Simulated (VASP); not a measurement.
# 2H-MoTe2 monolayer and its bilayer, part 5 of 6

What are the lattice, gap and band positions of 2H-MoTe2 monolayer, and what does a second sheet change?

VASP 6.6.1, plane waves and PAW; the level of theory is named at each step.

So far. Step 12 (A rigid stacking): Energy at zero smearing: -23.99681 eV.

**13. Relaxing the bilayer**

Level of this step: optB86b-vdW, no spin polarisation; plane waves and PAW (Mo, Te) (VASP).

The lowest stacking relaxes at the monolayer's lattice.

The input, INCAR:

```
SYSTEM = Te2Mo
PREC = Normal
ENCUT = 350
EDIFF = 1E-07
NELM = 120
ISMEAR = 0
SIGMA = 0.03
LREAL = .FALSE.
ALGO = Fast
GGA = MK
AGGAC = 0
LUSE_VDW = .TRUE.
PARAM1 = 0.1234
PARAM2 = 1
LASPH = .TRUE.
NBANDS = 24
LORBIT = 11
LWAVE = .FALSE.
LCHARG = .FALSE.
KPAR = 4
IBRION = 2
NSW = 70
ISIF = 2
EDIFFG = -0.004
POTIM = 0.8
MAXMIX = 40
IDIPOL = 3
LDIPOL = .TRUE.
DIPOL = 0.5 0.5 0.5
```

The input, POSCAR:

```
Te2Mo
1.0
    3.5207101148      0.0000000000      0.0000000000
   -1.7603550574      3.0490243988      0.0000000000
    0.0000000000      0.0000000000     27.3521883280
Mo Te
2 4
Direct
    0.3333333300      0.6666666700      0.3770465100
    0.6666666700      0.3333333300      0.6229534900
    0.6666666700      0.3333333300      0.3107612400
    0.6666666700      0.3333333300      0.4433317700
    0.3333333300      0.6666666700      0.5566682300
    0.3333333300      0.6666666700      0.6892387600
```

The input, KPOINTS:

```
Automatic mesh
0
Gamma
12 12 1
0 0 0
```

Potentials, in the order of the species: Mo and Te (PBE family, release 64).

On the command line:

```sh
$ mpirun -np 4 vasp_std
```

Output:

```text
[... set-up lines as in an earlier step ...]
 entering main loop
       N       E                     dE             d eps       ncg     rms          rms(c)
[... 5 cycles as in an earlier step ...]
RMM:   6    -0.245240916123E+02    0.91580E+00   -0.52326E+00   946   0.956E+00    0.860E+00
RMM:   7    -0.243269465650E+02    0.19715E+00   -0.29255E+00   930   0.661E+00    0.619E+00
RMM:   8    -0.240588129211E+02    0.26813E+00   -0.96883E-01   915   0.514E+00    0.859E-01
RMM:   9    -0.240766034588E+02   -0.17791E-01   -0.23065E-01   988   0.198E+00    0.491E-01
RMM:  10    -0.240721722070E+02    0.44313E-02   -0.26485E-02  1024   0.681E-01    0.346E-01
RMM:  11    -0.240703104822E+02    0.18617E-02   -0.14490E-02   920   0.553E-01    0.284E-01
RMM:  12    -0.240700116280E+02    0.29885E-03   -0.33830E-03  1053   0.253E-01    0.992E-02
RMM:  13    -0.240696461915E+02    0.36544E-03   -0.62362E-04  1007   0.107E-01    0.510E-02
RMM:  14    -0.240692542963E+02    0.39190E-03   -0.46292E-04  1033   0.814E-02    0.195E-02
RMM:  15    -0.240691886780E+02    0.65618E-04   -0.10302E-04  1205   0.373E-02    0.819E-03
RMM:  16    -0.240690942632E+02    0.94415E-04   -0.55309E-05   959   0.296E-02    0.176E-02
RMM:  17    -0.240691491296E+02   -0.54866E-04   -0.32333E-05   953   0.227E-02    0.998E-03
RMM:  18    -0.240691658123E+02   -0.16683E-04   -0.18601E-05   943   0.176E-02    0.337E-03
RMM:  19    -0.240691900412E+02   -0.24229E-04   -0.15114E-05   983   0.122E-02    0.665E-03
RMM:  20    -0.240691965613E+02   -0.65201E-05   -0.45941E-06   905   0.840E-03    0.235E-03
RMM:  21    -0.240691988399E+02   -0.22786E-05   -0.23655E-06   885   0.493E-03    0.174E-03
RMM:  22    -0.240691999926E+02   -0.11527E-05   -0.31190E-07   672   0.298E-03    0.582E-04
RMM:  23    -0.240691998942E+02    0.98384E-07   -0.38190E-07   640   0.229E-03
   1 F= -.24069200E+02 E0= -.24069200E+02  d E =-.240692E+02
 curvature:   0.00 expect dE= 0.000E+00 dE for cont linesearch  0.000E+00
 trial: gam= 0.00000 g(F)=  0.403E-02 g(S)=  0.000E+00 ort = 0.000E+00 (trialstep = 0.100E+01)
 search vector abs. value=  0.403E-02
 bond charge predicted
       N       E                     dE             d eps       ncg     rms          rms(c)
DAV:   1    -0.240716609132E+02   -0.24609E-02   -0.44178E-01  1008   0.321E+00    0.315E-01
RMM:   2    -0.240735183313E+02   -0.18574E-02   -0.10073E-02   922   0.521E-01    0.356E-01
RMM:   3    -0.240722283575E+02    0.12900E-02   -0.15576E-03   912   0.252E-01    0.170E-01
RMM:   4    -0.240717289096E+02    0.49945E-03   -0.22730E-03   954   0.168E-01    0.608E-02
RMM:   5    -0.240720151314E+02   -0.28622E-03   -0.41214E-04   929   0.103E-01    0.189E-02
RMM:   6    -0.240720638294E+02   -0.48698E-04   -0.10264E-04  1040   0.393E-02    0.197E-02
RMM:   7    -0.240720657102E+02   -0.18808E-05   -0.21481E-05  1153   0.157E-02    0.203E-02
RMM:   8    -0.240720646894E+02    0.10207E-05   -0.23874E-06   997   0.549E-03    0.196E-02
RMM:   9    -0.240720706148E+02   -0.59254E-05   -0.14004E-06   855   0.439E-03    0.181E-02
RMM:  10    -0.240720971615E+02   -0.26547E-04   -0.10656E-05  1056   0.110E-02    0.189E-02
RMM:  11    -0.240720988142E+02   -0.16527E-05   -0.72588E-07   810   0.362E-03    0.171E-02
RMM:  12    -0.240721058591E+02   -0.70449E-05   -0.18274E-06   764   0.396E-03    0.162E-02
RMM:  13    -0.240721111197E+02   -0.52606E-05   -0.16373E-06   755   0.420E-03    0.157E-02
RMM:  14    -0.240721119460E+02   -0.82633E-06   -0.20172E-07   599   0.149E-03    0.142E-02
RMM:  15    -0.240721125348E+02   -0.58875E-06   -0.15228E-07   598   0.121E-03    0.136E-02
RMM:  16    -0.240721125479E+02   -0.13102E-07   -0.24776E-08   445   0.671E-04
   2 F= -.24072113E+02 E0= -.24072113E+02  d E =-.291265E-02
[... from here on, the cycles between the ionic steps are left out ...]
   3 F= -.24072820E+02 E0= -.24072820E+02  d E =-.362026E-02
   4 F= -.24074613E+02 E0= -.24074613E+02  d E =-.179307E-02
   5 F= -.24078000E+02 E0= -.24078000E+02  d E =-.517969E-02
   6 F= -.24075979E+02 E0= -.24075979E+02  d E =-.315930E-02
   7 F= -.24078619E+02 E0= -.24078619E+02  d E =-.579834E-02
   8 F= -.24079719E+02 E0= -.24079719E+02  d E =-.110055E-02
   9 F= -.24082801E+02 E0= -.24082801E+02  d E =-.418249E-02
  10 F= -.24088041E+02 E0= -.24088041E+02  d E =-.942288E-02
  11 F= -.24095031E+02 E0= -.24095031E+02  d E =-.164125E-01
  12 F= -.24096171E+02 E0= -.24096171E+02  d E =-.175521E-01
  13 F= -.24097644E+02 E0= -.24097644E+02  d E =-.190251E-01
  14 F= -.24097653E+02 E0= -.24097653E+02  d E =-.190344E-01
  15 F= -.24098017E+02 E0= -.24098017E+02  d E =-.363818E-03
  16 F= -.24098153E+02 E0= -.24098153E+02  d E =-.499690E-03
  17 F= -.24098238E+02 E0= -.24098238E+02  d E =-.857639E-04
 trial-energy change:   -0.000086  1 .order   -0.000091   -0.000195    0.000013
 step:   0.5979(harm=  0.6042)  dis= 0.00367  next Energy=   -24.098239 (dE=-0.862E-04)
 bond charge predicted
       N       E                     dE             d eps       ncg     rms          rms(c)
DAV:   1    -0.240982400807E+02   -0.16130E-05   -0.53119E-04  1040   0.111E-01    0.723E-03
RMM:   2    -0.240982404790E+02   -0.39828E-06   -0.42141E-06   913   0.118E-02    0.148E-03
RMM:   3    -0.240982407930E+02   -0.31402E-06   -0.70950E-07   814   0.430E-03    0.117E-03
RMM:   4    -0.240982409811E+02   -0.18811E-06   -0.16257E-07   585   0.204E-03    0.128E-03
RMM:   5    -0.240982410548E+02   -0.73660E-07   -0.54195E-08   546   0.106E-03
  18 F= -.24098241E+02 E0= -.24098241E+02  d E =-.884332E-04
 curvature:  -1.77 expect dE=-0.144E-05 dE for cont linesearch -0.486E-07
 trial: gam= 0.00000 g(F)=  0.817E-06 g(S)=  0.000E+00 ort = 0.706E-05 (trialstep = 0.635E+00)
 search vector abs. value=  0.817E-06
 reached required accuracy - stopping structural energy minimisation
```

Elapsed: 11 min, on 4 MPI ranks of Intel Xeon 6975P-C (Granite Rapids), shared host; peak memory 1.8 GiB; 45 min of CPU time.

From OUTCAR (step 13):

```text
   NELECT =      36.0000    total number of electrons

 E-fermi :   1.1533

 k-point     1 :       0.0000    0.0000    0.0000
  band No.  band energies     occupation
    ...
     14       0.1031      2.00000
     15       0.1200      2.00000
     16       0.1200      2.00000
     17       0.2851      2.00000
     18       0.9907      2.00000
     19       4.0474      0.00000
     20       4.0474      0.00000
     21       4.1305      0.00000
     22       4.1305      0.00000
     23       4.3078      0.00000
    ...

Total vdW correction in eV:      7.1645038

  Total        0.1204329      0.1204329     -0.0816708      0.0000000     -0.0000000      0.0000000
  in kB        0.6571623      0.6571623     -0.4456504      0.0000000     -0.0000000      0.0000000
  external PRESSURE =       0.2895580 kB  Pullay stress =       0.0000000 kB

 POSITION                                       TOTAL-FORCE (eV/Angst)
 -----------------------------------------------------------------------------------
     -0.00000      2.03268     10.15933         0.000000      0.000000      0.000113
      1.76036      1.01634     17.19286        -0.000000     -0.000000     -0.000113
      1.76036      1.01634      8.34720        -0.000000     -0.000000     -0.002297
      1.76036      1.01634     11.97628        -0.000000      0.000000      0.000022
     -0.00000      2.03268     15.37591        -0.000000      0.000000     -0.000022
     -0.00000      2.03268     19.00499         0.000000      0.000000      0.002297
 -----------------------------------------------------------------------------------
    total drift:                                0.000000     -0.000000      0.000000

  FREE ENERGIE OF THE ION-ELECTRON SYSTEM (eV)
  ---------------------------------------------------
  free  energy   TOTEN  =       -24.0982410548 eV

  energy  without entropy=      -24.0982410548  energy(sigma->0) =      -24.09824105

Total vdW correction in eV:      7.1645059

 vacuum level on the upper side and lower side of the slab         5.668         5.668

[... 9 parts as in an earlier step ...]

[... 10 further parts left out ...]
```

CONTCAR:

```
Te2Mo
   1.00000000000000
     3.5207101148000000    0.0000000000000000    0.0000000000000000
    -1.7603550574000000    3.0490243987999999    0.0000000000000000
     0.0000000000000000    0.0000000000000000   27.3521883280000004
  Mo              Te
     2     4
Direct
     0.3333333300000021    0.6666666699999979    0.3714264920827896
     0.6666666699999979    0.3333333300000021    0.6285735079172101
     0.6666666699999979    0.3333333300000021    0.3051748098196812
     0.6666666699999979    0.3333333300000021    0.4378545580917306
     0.3333333300000021    0.6666666699999979    0.5621454419082696
     0.3333333300000021    0.6666666699999979    0.6948251901803187
```

Step by step:

| step | energy less that of the first step (eV) | largest force (eV/Å) |
| --- | --- | --- |
| 1 | 0.0000 | 0.1266 |
| 2 | -0.0029 | 0.0987 |
| 3 | -0.0036 | 0.1840 |
| 4 | -0.0054 | 0.1648 |
| 5 | -0.0088 | 0.1607 |
| 6 | -0.0068 | 0.4513 |
| 7 | -0.0094 | 0.2561 |
| 8 | -0.0105 | 0.2476 |
| 9 | -0.0136 | 0.2224 |
| 10 | -0.0188 | 0.1728 |
| 11 | -0.0258 | 0.0756 |
| 12 | -0.0270 | 0.1483 |
| 13 | -0.0284 | 0.0736 |
| 14 | -0.0285 | 0.0682 |
| 15 | -0.0288 | 0.0352 |
| 16 | -0.0290 | 0.0328 |
| 17 | -0.0290 | 0.0048 |
| 18 | -0.0290 | 0.0023 |

The atoms that moved most (Å):

| atom | dx | dy | dz | length |
| --- | --- | --- | --- | --- |
| Mo1 | 0.000 | 0.000 | -0.154 | 0.154 |
| Mo2 | 0.000 | 0.000 | 0.154 | 0.154 |
| Te6 | 0.000 | 0.000 | 0.153 | 0.153 |
| Te3 | 0.000 | 0.000 | -0.153 | 0.153 |
| Te4 | 0.000 | 0.000 | -0.150 | 0.150 |
| Te5 | 0.000 | 0.000 | 0.150 | 0.150 |

The relaxed structure:

```xyz
6
Lattice="3.5207 0.0000 0.0000 -1.7604 3.0490 0.0000 0.0000 0.0000 27.3522" Properties=species:S:1:pos:R:3
Mo    0.0000    2.0327   10.1593
Mo    1.7604    1.0163   17.1929
Te    1.7604    1.0163    8.3472
Te    1.7604    1.0163   11.9763
Te    0.0000    2.0327   15.3759
Te    0.0000    2.0327   19.0050
```

Numbers from this step:

* electronic cycles: 221
* free energy (TOTEN): -24.10 eV
* Fermi energy: 1.153 eV
* gap on the k-mesh: 1.024 eV
* least direct gap on the k-mesh: 1.095 eV

The run ended after 18 ionic steps, 0.029 eV below its first step, once the forces on the free atoms met EDIFFG = -0.004.

(Continued in part 6 of 6.)

[Lines on the potential files, build, host, timing and source positions are cut from VASP's logs without a mark.]

[Logs are printed without paths, hosts, clocks, repeated set-up lines and the standing remarks that a program may print on its own settings, such as how far it seeks lower states.]

[Hosts, paths, dates, database ids (printed as entryN), source tags and the programs' standing remarks are cut or masked in the printed files.]

[Runs that stopped without an error message from VASP are left out.]
